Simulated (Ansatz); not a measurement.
The calculation used Ansatz, DFT PBE, scalar-relativistic, plane waves, PAW. Settings: cutoff 420 eV, Γ-centred meshes spaced at most about 0.3 Å⁻¹ (2π included), Gaussian smearing. No spin polarisation.

Each guess is relaxed in cell and atoms at zero pressure, on a coarse mesh first where it starts far from rest and then on a converged one. The steps can't lower the symmetry of the start, but it can rise. Energies are static (0 K, no zero-point motion).

Two unrelaxed guesses for Al₂InAs₃:

A.

```
Al In As
1.0
     3.92589    0.00000    0.00000
    -1.96295    3.39992    0.00000
     0.00000    0.00000    9.61643
Al In As
2 1 3
Direct
  0.00000 0.00000 0.00000
  0.66667 0.33333 0.33333
  0.33333 0.66667 0.66667
  0.00000 0.00000 0.75000
  0.33333 0.66667 0.41667
  0.66667 0.33333 0.08333
```

B.

```
Al In As
1.0
    -1.96295    1.96295    8.32807
     1.96295   -1.96295    8.32807
     1.96295    1.96295   -8.32807
Al In As
2 1 3
Direct
  0.66667 0.66667 0.00000
  0.33333 0.33333 0.00000
  0.00000 0.00000 0.00000
  0.91667 0.41667 0.50000
  0.25000 0.75000 0.50000
  0.58333 0.08333 0.50000
```

Question: Do they relax into the same structure? If not, which is lower?

Answer: No. B ends lower, by 14 meV/atom. A: P3m1 at 21.4 Å³/atom → P3m1 at 25.4 Å³/atom; B: I-4m2 at 21.4 Å³/atom → I-4m2 at 25.3 Å³/atom. Counting As atoms around Al and In (those within 1.25 times the shortest such distance or 1.15 times the sum of covalent radii), the end of A and the end of B both have Al 4, In 4. End of A. Conventional cell: a = 4.155 Å, c = 10.190 Å. Al on its first site has 4 As at 2.47–2.52 Å; In has 4 As at 2.61–2.67 Å; As on its first site is surrounded by 1 Al at 2.47 Å and 3 In at 2.61 Å; 3 more sites not described. End of B. Conventional cell: a = 4.150 Å, c = 17.661 Å. Around Al lie 4 As at 2.49–2.50 Å; around In lie 4 As at 2.64 Å; As on a site of symmetry 2mm is surrounded by 2 Al at 2.49 Å and 2 In at 2.64 Å; 1 more site not described.

Shaken at random and relaxed again, the end of A came back. Shaken at random and relaxed again, the end of B came back.
